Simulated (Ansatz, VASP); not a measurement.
## Two plane-wave programs on LiCl

The input POSCAR:

```
LiCl
1.0
    3.3293495757      0.0582259997      0.0582259997
    0.0582259997      3.3293495757      0.0582259997
    0.0582259997      0.0582259997      3.3293495757
Li Cl
1 1
Direct
    0.0000000000      0.0000000000      0.0000000000
    0.5000000000      0.5000000000      0.5000000000
```

Contents of INCAR.step1:

```
SYSTEM = LiCl
PREC     = Accurate       ! precision mode
ENCUT    = 520            ! plane-wave cutoff, eV
ISMEAR   = 0              ! smearing method
SIGMA    = 0.01           ! smearing width, eV
LREAL    = .FALSE.        ! projectors in reciprocal space
LASPH    = .TRUE.         ! aspherical terms in the spheres
NELM     = 60             ! most SCF steps
NBANDS   = 12             ! bands
GGA      = PE             ! functional
ALGO     = Normal         ! electronic algorithm
EDIFF    = 1E-4           ! SCF threshold, eV
LWAVE    = .TRUE.         ! write WAVECAR
LCHARG   = .FALSE.        ! write CHGCAR
```

The input INCAR.step2:

```
SYSTEM = LiCl
PREC     = Accurate       ! precision mode
ENCUT    = 520            ! plane-wave cutoff, eV
EDIFF    = 1E-7           ! SCF threshold, eV
ISMEAR   = 0              ! smearing method
SIGMA    = 0.01           ! smearing width, eV
LREAL    = .FALSE.        ! projectors in reciprocal space
LASPH    = .TRUE.         ! aspherical terms in the spheres
NELM     = 60             ! most SCF steps
ALGO     = Normal         ! electronic algorithm
ISIF     = 2              ! what is computed and relaxed
LWAVE    = .FALSE.        ! write WAVECAR
LCHARG   = .TRUE.         ! write CHGCAR
METAGGA  = R2SCAN         ! meta-GGA
LMIXTAU  = .TRUE.       
LELF     = .TRUE.         ! ELF
LVHAR    = .TRUE.       
NBANDS   = 12             ! bands
ISTART   = 1
```

Contents of KPOINTS:

```
Automatic mesh
0
G
  8 8 8
  0 0 0
```

Input for Ansatz:

```yaml
crystal:
  lattice:
    - [3.3293495757, 0.0582259997, 0.0582259997]
    - [0.0582259997, 3.3293495757, 0.0582259997]
    - [0.0582259997, 0.0582259997, 3.3293495757]
  atoms:
    - { symbol: Li, position: [0.0, 0.0, 0.0] }
    - { symbol: Cl, position: [0.5, 0.5, 0.5] }
kpoints:
  mp_grid: { grid: [8, 8, 8] }
  band_path:
    path:
      - [0.0, 0.0, 0.0]
      - [0.0, 0.5, 0.0]
      - [0.5, 0.5, 0.0]
      - [0.5, 0.5, 0.5]
      - [0.0, 0.5, 0.5]
    npoints: 1
hamiltonian:
  xc: r2scan
scf:
  occupations: { method: fixed }
  n_extra_bands: 4
output:
  forces: true
  stress: true
  eigenvalues: true
  write_density: true
  write_potential: true
  elf: true
  volumetric_format: npy
```

Change from the starting cell: shear_111 strain +5.3%.

Alike in both runs: task single point; functional r2SCAN; k mesh 8 × 8 × 8; no spin polarisation.

```csv
,VASP,Ansatz
version,VASP 6.6.1,Ansatz 0.2.0
potentials or method,"VASP PAW PBE potentials, release 64 (Li_sv, Cl)","plane waves, PAW"
plane-wave cutoff (eV),520,500
occupations,"gaussian, width 0.01 eV",fixed
valence electrons in the cell,10,10
```

Ansatz gave:

| Item | Value |
| --- | --- |
| gap on the k mesh at the Fermi level (eV) | 5.07 |

Which values does VASP return?

gap on the k mesh at the Fermi level (eV): 5.19.

 A k mesh can miss the band edges.
